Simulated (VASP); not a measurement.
# Na2S (strained antifluorite): one r²SCAN single-point calculation in two programs

```xyz
3
Lattice="0.0000 3.2392 3.2636 3.2392 0.0000 3.2636 3.2392 3.2392 0.0000" Properties=species:S:1:pos:R:3 pbc="T T T"
S     0.0000    0.0000    0.0000
Na    1.6196    1.6196    1.6318
Na    4.8587    4.8587    4.8954
```

The two codes use different PAW datasets and cutoffs. VASP's cell holds 20 valence electrons and Ansatz's 24. Ansatz's stress includes a Pulay correction; VASP's doesn't.

Cutoffs: 520 eV in VASP, 500 eV in Ansatz. k meshes: 8×8×8 and 8×8×8.

|  | VASP | Ansatz |
| --- | --- | --- |
| gap between bands v and c | 3.13 eV | 3.11 eV |
| least direct gap | 3.13 eV | 3.11 eV |
| pressure | 0.2 GPa | 0.2 GPa |

Band v is the last that the valence electrons fill when counted band by band, and c is the next. Levels in eV from the top of v, Ansatz:

```
point    v−1      v     c   c+1
    Γ   0.00   0.00  3.11  8.45
    X  -0.48  -0.48  4.20  6.76
    K  -0.93  -0.35  4.95  7.23
    L  -0.15  -0.12  5.56  7.01
    W  -1.01  -0.59  5.20  7.99
```

VASP:

| point | v−1 | v | c | c+1 |
| --- | --- | --- | --- | --- |
| Γ | 0.00 | 0.00 | 3.13 | 8.49 |
| X | -0.47 | -0.47 | 4.20 | 6.78 |
| K | -0.92 | -0.34 | 4.94 | 7.24 |
| L | -0.14 | -0.12 | 5.59 | 7.01 |
| W | -0.99 | -0.58 | 5.18 | 8.00 |
